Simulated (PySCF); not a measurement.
Isomers of C4H10Zn (singlet state). Level of theory: PBE0-D3(BJ)/def2-SVP geometry optimisation, gas phase in PySCF 2.14.0. Energies are electronic, without zero-point or thermal terms, for one conformer each. No frequencies were run at this level. Point groups hold within 0.08 Å.

Problem. Rank from lowest to highest electronic energy at this level (kcal/mol).
A. diethylzinc (`C[CH2][Zn][CH2]C`)
B. `CC[CH2][Zn][CH3]` (ZnMe(nPr))

Solution. B (0.0), A (4.5).

```tsv
SMILES	E (Eh)	E rel (kcal/mol)	dipole (D)	point group	A, B, C (MHz)
CC[CH2][Zn][CH3]	-1937.02208	0.0	0.12	near Cs	18591, 1161, 1123
C[CH2][Zn][CH2]C	-1937.01491	4.5	0.05	C2	15166, 1347, 1285
```

Problem. As an exercise, what shares would exp(−E/RT) give at 2000 K from these electronic energies alone (no entropy, no degeneracies)?

Solution. RT = 3.974 kcal/mol: CC[CH2][Zn][CH3] 75.6 %, C[CH2][Zn][CH2]C 24.4 %.
